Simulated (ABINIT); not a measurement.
A run of ABINIT 10.8.3 (patched build) is set up as follows.

The input run.abi:

```
# Pseudopotentials
pp_dirpath "./"
pseudos "P.upf, B.upf"

# Structure
acell 3*1.0
rprim
     0.0000000000     4.2877885768     4.2877885768
     4.2877885768     0.0000000000     4.2877885768
     4.2877885768     4.2877885768     0.0000000000
ntypat 2
znucl 15 5
natom 2
typat 1 2
chkprim 0
chksymtnons 0
tolsym 1.0e-6
xred
            3/4            3/4            3/4
            0.0            0.0            0.0

# Plane-wave basis
ecut 38.0
ecutsm 0.5

# k points
kptopt 1
ngkpt 8 8 8
nshiftk 1
shiftk 0.0 0.0 0.0

# Exchange and correlation
ixc 11

# Bands and occupations
nband 8
occopt 3
tsmear 0.05 eV

# SCF cycle
nstep 80
tolvrs 1.0e-12

# Output
iomode 3
prteig 0
prtebands 0
prtwf 0
prtden 0

# Relaxation
ionmov 2
optcell 2
ntime 50
tolmxf 2.0e-5
dilatmx 1.08
```

Potentials or basis: PseudoDojo NC SR PBE v0.4.1 standard.

Command:

```console
$ abinit run.abi > log 2>&1
```

(1) Predict the relaxed volume.

(2) What does it give for the band gap on the k mesh?

## Answers

(1) 11.76 Å³/atom.

(2) 1.29 eV, indirect (least direct gap 3.40 eV).
